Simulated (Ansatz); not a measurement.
Ansatz input

```yaml
crystal:
  lattice:
    - [4.9011427337, 0.0, 0.0]
    - [-2.4505713669, 4.244514115, 0.0]
    - [0.0, 0.0, 2.937699618]
  atoms:
    - { symbol: Ag, position: [0.0, 0.0, 0.0] }
    - { symbol: Ag, position: [0.3333333333, 0.6666666667, 0.5] }
    - { symbol: Ag, position: [0.6666666667, 0.3333333333, 0.5] }
hamiltonian:
  xc: revpbe
  pseudopotentials:
    kind: paw
    azcp:
      Ag: "pseudopotentials/Ag.paw.azcp"
basis:
  ecutwfc: 420
  fft_grid_basis: typed
kpoints:
  mp_grid: { grid: [9, 9, 12], shift: [0, 0, 0] }
magnetization:
  spin_polarized: false
scf:
  occupations: { method: fermi_dirac, width: 0.1 }
  lower_state_search: "off"
output:
  stress: true
  write_density: true
  write_potential: true
  elf: true
  volumetric_format: npy
```

Output

```
Engine: ansatz 0.2.0, x86_64-unknown-linux-gnu
Pseudopotentials: kind: paw
Pseudopotential: Ag, paw, valence charge 19, recommended cutoff 420 eV (normal) 
Functional definition: revPBE
  parameter kappa = 1.245
  parameter beta = 0.06672455060314922
  exchange = pbe_x(kappa = kappa, mu = beta*pi^2/3)
  correlation = pbe_c(beta = beta)
Crystal: 3 atoms, lattice volume = 61.113 Å³
Basis set: ecut = 420 eV, 1191 PW (Γ)
Bands: 35, of which v1, the nominal top of the filled ones, is band 29 counted from 1 (28 counted from 0)
Symmetry: 24 space group operations
Space group: P6/mmm (ITA 191), of the structure as read, at distance tolerance 3.9e-5 Å
k-points: 84 of 972
Non-local potential: Ag, projectors of the file, l = 0: 3, l = 1: 2, l = 2: 2, l = 3: 1
PAW form: soft (Blöchl's): semilocal exchange-correlation on the pseudo side does not see the compensation charge
PAW frozen core: Ag, regenerated for the run's functional, and the local potential with it (the file was generated under x = pbe(κ = 0.804, μ = 0.2195149727645171), c = pbe(β = 0.06672455060314922))
PAW one-centre angular grid: Ag, 590 points (default); XC on 64 Gauss nodes
Initial density: superposition of atomic densities (neutral atoms: chi_scale 0, normalization atom), corrected by the library's trained network
Initial wavefunctions: pseudopotential atomic-orbital guess
Functional: x = revpbe(κ = 1.245, μ = 0.2195149727645171), c = pbe(β = 0.06672455060314922)
SCF iter   1: F=—  HF=-22788.477118 eV  |F-HF|=—  |Δ(HF+E_count)|=         —  Δρ=3.48e-3  dr2=7.63e-3  ethr=1.77e-3  ⟨swp⟩=5.6  Hψ=9882  notcnv=0  defer=24
SCF iter   2: F=—  HF=-22788.476428 eV  |F-HF|=—  |Δ(HF+E_count)|=   6.90e-4  Δρ=1.22e-3  dr2=8.78e-4  ethr=1.34e-5  ⟨swp⟩=2.4  Hψ=4948  notcnv=0  defer=25
SCF iter   3: F=—  HF=-22788.476383 eV  |F-HF|=—  |Δ(HF+E_count)|=   4.52e-5  Δρ=5.44e-4  dr2=1.60e-4  ethr=1.54e-6  ⟨swp⟩=2.4  Hψ=3865  notcnv=0  defer=25
SCF iter   4: F=—  HF=-22788.476393 eV  |F-HF|=—  |Δ(HF+E_count)|=   1.01e-5  Δρ=9.88e-5  dr2=6.81e-6  ethr=2.80e-7  ⟨swp⟩=2.2  Hψ=4315  notcnv=0  defer=25
SCF iter   5: F=—  HF=-22788.476391 eV  |F-HF|=—  |Δ(HF+E_count)|=   2.21e-6  Δρ=4.01e-5  dr2=1.38e-6  ethr=1.19e-8  ⟨swp⟩=2.0  Hψ=5026  notcnv=0  defer=25
SCF iter   6: F=—  HF=-22788.476391 eV  |F-HF|=—  |Δ(HF+E_count)|=   2.31e-7  Δρ=1.48e-5  dr2=1.34e-7  ethr=2.43e-9  ⟨swp⟩=2.2  Hψ=3957  notcnv=0  defer=25
SCF iter   7: F=-22788.476391 eV  HF=-22788.476391 eV  |F-HF|=4.44e-10  |Δ(HF+E_count)|=   1.94e-9  Δρ=3.78e-6  dr2=1.12e-8  ethr=1.75e-10  ⟨swp⟩=10.3  Hψ=16710  notcnv=0
SCF 1 converged in 7 iterations: F = -22788.476391 eV  dr2 = 1.12e-8
SCF converged after 7 iterations
Free energy (F): -22788.476391 eV
Harris-Foulkes:  -22788.476391 eV  (|F-HF|=4.44e-10)
Internal energy: -22788.444298 eV  (E = F + TS)
E sigma→0 (E₀):  -22788.460344 eV
Entropy (-TS):   -0.032093 eV (-10.698 meV/atom)
Fermi energy:    13.864664 eV
--- Per-component energies (eV) ---
  E_band       = -881.541366
  E_kinetic    = 1578.302419
  E_local      = -7429.082697  (includes V_loc(G=0)·N_el)
  E_nonlocal   = 239.781468
  E_hartree    = 3333.169313
  E_xc         = -552.284659
  E_vxc        = -700.373976  (∫ρ·V_xc dr)
  E_paw        = -11724.624849  (= ΣΔE_a)
  E_vpaw       = -1236.514334  (= ΣTr[D̂ρ^β])
  E_aug_tail   = 0.000985  (compensation charges beyond the density's cutoff)
  E_ewald      = -8233.467900
  E_core_change = -0.238378  (= ΣΔE_core)
  E_smearing   = -0.032093  (= −TS)
  E_closure    = -0.000000  (closes the sum)
  Σ components = -22788.476391   (vs F -22788.476391, Δ=0.00e0)
--- Stress (GPa, compression-positive) ---
       -4.484293       0.000000       0.000000
       -0.000000      -4.484293      -0.000000
       -0.000000      -0.000000      -4.758958
  P = ⅓ Tr σ = -4.5758 GPa (-45.758 kbar)
--- Band table (eV; the first three rows and the last of 84) ---
  k-point 0: bands = ["-77.8117", "-77.7999", "-77.7235", "-41.3308", "-41.3308", "-41.2620", "-41.2620", "-41.2549", "-41.2410", "-41.1938", "-41.1938", "-41.1859", "7.2477", "8.3740", "9.1894", "9.3275", "9.4122", "9.4122", "9.5325", "9.5325", "9.7840", "9.7840", "10.1253", "10.1253", "10.1858", "10.1858", "10.9394", "10.9394", "17.9525", "17.9525", "17.9601", "17.9632", "17.9632", "18.2171", "25.0400"]
  k-point 1: bands = ["-77.8114", "-77.7996", "-77.7232", "-41.3304", "-41.3304", "-41.2613", "-41.2613", "-41.2595", "-41.2455", "-41.1937", "-41.1937", "-41.1906", "7.3808", "8.4679", "9.3111", "9.3658", "9.3658", "9.4153", "9.4669", "9.4669", "9.7055", "9.7055", "10.1881", "10.1881", "10.2122", "10.2122", "10.9074", "10.9074", "18.0206", "18.0934", "18.0934", "18.1308", "18.1308", "18.2769", "23.8783"]
  k-point 2: bands = ["-77.8105", "-77.7988", "-77.7224", "-41.3293", "-41.3293", "-41.2722", "-41.2594", "-41.2594", "-41.2580", "-41.2035", "-41.1936", "-41.1936", "7.7498", "8.7362", "9.1922", "9.1922", "9.3031", "9.3031", "9.6445", "9.6445", "9.6547", "9.6853", "10.1673", "10.1673", "10.3487", "10.3487", "10.8414", "10.8414", "18.2161", "18.4634", "18.4923", "18.4923", "18.6090", "18.6090", "21.7395"]
  k-point 83: bands = ["-77.8013", "-77.8013", "-77.7192", "-41.3351", "-41.3176", "-41.3176", "-41.2880", "-41.2880", "-41.2527", "-41.2443", "-41.1922", "-41.1922", "8.3905", "8.9334", "9.0011", "9.0011", "9.2117", "9.2117", "9.5414", "9.5414", "10.0386", "10.0386", "10.1121", "10.9399", "10.9550", "11.1281", "11.1281", "14.9341", "16.1938", "16.1938", "16.9782", "16.9782", "17.7430", "24.1423", "24.9048"]
```
